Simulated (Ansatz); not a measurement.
The system is As.

```
As
1.0
     1.82500   -5.50000    0.00000
     1.82500    5.50000    0.00000
     0.00000    0.00000    4.47000
As
4
Direct
  0.39000 0.61000 0.56000
  0.89000 0.11000 0.94000
  0.61000 0.39000 0.44000
  0.11000 0.89000 0.06000
```

This isn't the form of As at room conditions, which is rhombohedral.

Base run:

| Item | Value |
| --- | --- |
| Program | Ansatz 0.2.0 |
| Functional | PBEsol |
| Potentials or basis | all-electron LAPW, scalar-relativistic |
| Cutoff | 299 eV |
| Density cutoff | 1198 eV |
| Basis error allowed | 0.001 eV/atom |
| k mesh | 8 × 8 × 6 |
| Occupations | fermi-dirac, width 0.05 eV |
| Spin | no spin polarisation |

Its results: pressure -0.3 GPa; largest force 0.113 eV/Å.

Problem. After a change of settings the same cell gave: pressure -1.9 GPa; largest force 0.192 eV/Å. Which change was it?
A. functional from PBEsol to LDA; basis error allowed from 0.001 eV/atom to 0.002 eV/atom
B. potentials or basis from all-electron LAPW, scalar-relativistic to all-electron LAPW, inner shells corrected to Dirac's equation; basis error allowed from 0.001 eV/atom to 0.002 eV/atom
C. basis error allowed from 0.001 eV/atom to 0.002 eV/atom
D. potentials or basis from all-electron LAPW, scalar-relativistic to all-electron PAW datasets made for the crystal

Solution. A.

Not every run made on this cell is shown here.
